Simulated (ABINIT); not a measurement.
# How the form of the self-energy moves the gap of RbBr (Fm-3m), part 2 of 2

Aim: compare treatments of exchange, screening and correlation for the gap of RbBr (Fm-3m).

ABINIT 10.8.3; PBE and many-body steps on it, plane waves. Known limits of the many-body steps: not at the basis limit; no spin-orbit coupling.

So far. Step 5 (G0W0, Hybertsen-Louie plasmon pole): Against G0W0 in ABINIT (4×4×4 mesh, 687 bands, screening to 304.8 eV, Godby-Needs plasmon pole), the gap moves by +0.275 eV. Step 6 (G0W0, von der Linden-Horsch plasmon pole): Against G0W0 in ABINIT (4×4×4 mesh, 687 bands, screening to 304.8 eV, Godby-Needs plasmon pole), the gap moves by +0.244 eV.

The database entry behind the starting cell differs from later determinations by our own check (about 0.5 % short), so it need not match the best structure at ambient conditions.

### Step 7. G0W0, Engel-Farid plasmon pole

Level of this step: G0W0 on PBE, plane waves, norm-conserving pseudopotentials (ABINIT).

run.abi reads:

```
acell 3*1.0 Angstrom
rprim 
  0.000000000000 3.427000000000 3.427000000000
  3.427000000000 0.000000000000 3.427000000000
  3.427000000000 3.427000000000 -0.000000000000
ntypat 2
znucl 37 35
natom 2
typat 1 2
xred 
  0.000000000000 0.000000000000 0.000000000000
  0.500000000000 0.500000000000 0.500000000000
pp_dirpath "pseudos"
pseudos "Rb.upf, Br.upf"
ecut 19
ngkpt 4 4 4
nshiftk 1
shiftk 0 0 0
kptopt 1
chksymbreak 0
istwfk *1
occopt 1
irdwfk 1
optdriver 4
nband 687
gwcalctyp 0
ecutsigx 19
symsigma 1
nkptgw 1
kptgw 
  0.0000000000 0.0000000000 0.0000000000
bdgw 
  6 12
ecuteps 11.2
irdscr 1
ppmodel 4
indata_prefix "in"
outdata_prefix "out"
tmpdata_prefix "tmp"
```

The run is started by

```
$ OMP_NUM_THREADS=1 mpirun -n 4 abinit run.abi > log
```

The log of the run:

```text
.Version 10.8.3 of ABINIT. v10.8.2 released Aug 2026.

 Symmetries : space group Fm -3 m (#225); Bravais cF (face-center cubic)
[... echo of the input left out ...]
== DATASET  1 ==================================================================
-   mpi_nproc: 4, omp_nthreads: 1 (-1 if OMP is not activated)

--- !DatasetInfo
iteration_state: {dtset: 1, }
dimensions: {natom: 2, nkpt: 8, mband: 687, nsppol: 1, nspinor: 1, nspden: 1, mpw: 2180, }
cutoff_energies: {ecut:  19.0, pawecutdg:  -1.0, }
[...]
10   6.243  -7.381  -3.248  -3.127   0.867  -0.153  -6.509   0.872   7.115
       11   6.243  -7.381  -3.248  -3.127   0.867  -0.153  -6.509   0.872   7.115
       12   6.243  -7.381  -3.248  -3.127   0.867  -0.153  -6.509   0.872   7.115

== END DATASET(S) ==============================================================
================================================================================

 -outvars: echo values of variables after computation  --------
           etotal      0.0000000000E+00
            nband         687
             nkpt           8
          spgroup         225
 [... the other variables as echoed above ...]

 Calculation completed.
```

The job ended after 2.4 min (4 MPI ranks of Arm Neoverse V1, shared host; peak memory 4.3 GiB; 9.6 min of CPU time).

Numbers from this step:

| Quantity | Value |
| --- | --- |
| G0W0 gap on the points computed | 7.037 eV |
| starting gap on the mesh | 4.364 eV |
| k of the valence top | 0, 0, 0 |
| k of the conduction bottom | 0, 0, 0 |
| least direct G0W0 gap on the computed points | 7.037 eV |

Against G0W0 in ABINIT (4×4×4 mesh, 687 bands, screening to 304.8 eV, Godby-Needs plasmon pole), the gap moves by +0.143 eV.

### Step 8. One-shot Hartree-Fock

This step: one-shot Hartree-Fock on PBE, plane waves, norm-conserving pseudopotentials.

Edit run.abi of step 7 so:

```diff
@@ -24,4 +24,4 @@
 optdriver 4
-nband 687
-gwcalctyp 0
+nband 12
+gwcalctyp 5
 ecutsigx 19
@@ -33,5 +33,4 @@
   6 12
-ecuteps 11.2
-irdscr 1
-ppmodel 4
+ixc_sigma 40
+fftgw 31
 indata_prefix "in"
```

The log of the run:

```text
.Version 10.8.3 of ABINIT. v10.8.2 released Aug 2026.

 Symmetries : space group Fm -3 m (#225); Bravais cF (face-center cubic)
[... echo of the input left out ...]
== DATASET  1 ==================================================================
-   mpi_nproc: 4, omp_nthreads: 1 (-1 if OMP is not activated)

--- !DatasetInfo
iteration_state: {dtset: 1, }
dimensions: {natom: 2, nkpt: 8, mband: 12, nsppol: 1, nspinor: 1, nspden: 1, mpw: 2180, }
cutoff_energies: {ecut:  19.0, pawecutdg:  -1.0, }
[...]
10   6.243  -7.381  -3.248   0.000   1.000   0.000  -3.248   4.133  10.376
       11   6.243  -7.381  -3.248   0.000   1.000   0.000  -3.248   4.133  10.376
       12   6.243  -7.381  -3.248   0.000   1.000   0.000  -3.248   4.133  10.376

== END DATASET(S) ==============================================================
================================================================================

 -outvars: echo values of variables after computation  --------
           etotal      0.0000000000E+00
            nband          12
             nkpt           8
          spgroup         225
 [... the other variables as echoed above ...]

 Calculation completed.
```

Elapsed: 2.4 s, on 4 MPI ranks; peak memory 0.12 GiB.

Numbers from this step:

* quasiparticle gap on the points computed: 11.67 eV
* starting gap on the mesh: 4.364 eV
* k of the valence top: 0, 0, 0
* k of the conduction bottom: 0, 0, 0
* least direct quasiparticle gap on the computed points: 11.67 eV

Against G0W0 in ABINIT (4×4×4 mesh, 687 bands, screening to 304.8 eV, Godby-Needs plasmon pole), the gap moves by +4.773 eV.

### Step 9. The runs together

Times are wall times on 4 MPI ranks of Arm Neoverse V1, shared host, good to a factor of about two. A run's time includes the screening step that it read.

```
                                     run   mesh  bands  screening cutoff (eV)  DFT gap (eV)  gap on the mesh (eV)  direct (eV)  ε∞ used    time
          G0W0, Godby-Needs plasmon pole  4×4×4    687                  304.8         4.364                 6.894        6.894     2.37  17 min
      G0W0, Hybertsen-Louie plasmon pole  4×4×4    687                  304.8         4.364                 7.169        7.169     2.37  17 min
G0W0, von der Linden-Horsch plasmon pole  4×4×4    687                  304.8         4.364                 7.138        7.138     2.37  13 min
          G0W0, Engel-Farid plasmon pole  4×4×4    687                  304.8         4.364                 7.037        7.037     2.37  13 min
                   one-shot Hartree-Fock  4×4×4      -                      -         4.364                11.667       11.667        -   2.4 s
```

### Step 10. Results

```json
{
  "G0W0, Godby-Needs plasmon pole": "6.894 eV",
  "G0W0, Hybertsen-Louie plasmon pole": "7.169 eV",
  "G0W0, von der Linden-Horsch plasmon pole": "7.138 eV",
  "G0W0, Engel-Farid plasmon pole": "7.037 eV",
  "one-shot Hartree-Fock": "11.667 eV",
  "known limits": "not at the basis limit; no spin-orbit coupling"
}
```

In words: G0W0, Hybertsen-Louie plasmon pole: +0.275 eV against G0W0, Godby-Needs plasmon pole. G0W0, von der Linden-Horsch plasmon pole: +0.244 eV against G0W0, Godby-Needs plasmon pole. G0W0, Engel-Farid plasmon pole: +0.143 eV against G0W0, Godby-Needs plasmon pole. One-shot Hartree-Fock: +4.773 eV against G0W0, Godby-Needs plasmon pole. Bare exchange alone opens the gap to 11.67 eV; against G0W0, correlation takes back 4.77 eV. Bands and cutoff are finite, so the gap is not at the basis limit. The miss can reach some tenths of an eV and take either sign; the mesh is an error of its own. In the G0W0 runs levels were corrected at 1 k point alone, so a gap called «on the mesh» is the least over those, and an edge elsewhere would be missed. The many-body steps are scalar-relativistic: spin-orbit coupling is not in them.

[Paths, hosts, dates, memory and timing lines, banners, echoed tables and standing remarks are left out of the program output.]

[Logs are printed without paths, hosts, clocks, repeated set-up lines and the standing remarks that a program may print on its own settings, such as how far it seeks lower states.]

[Runs of the session that timed out or met a known fault of the program may be left out.]

[Hosts, paths, dates, database ids (printed as entryN), source tags and the programs' standing remarks are cut or masked in the printed files.]

[G0W0 gaps are taken among the corrected bands and points alone; a level outside them can change the order at an edge.]

[Where Ansatz stands beside ABINIT at settings called matched, ABINIT's density can come from a denser mesh and the files from another edition; pairs whose starting gaps differed by over 0.03 eV were left out, so agreement reads better than it is.]
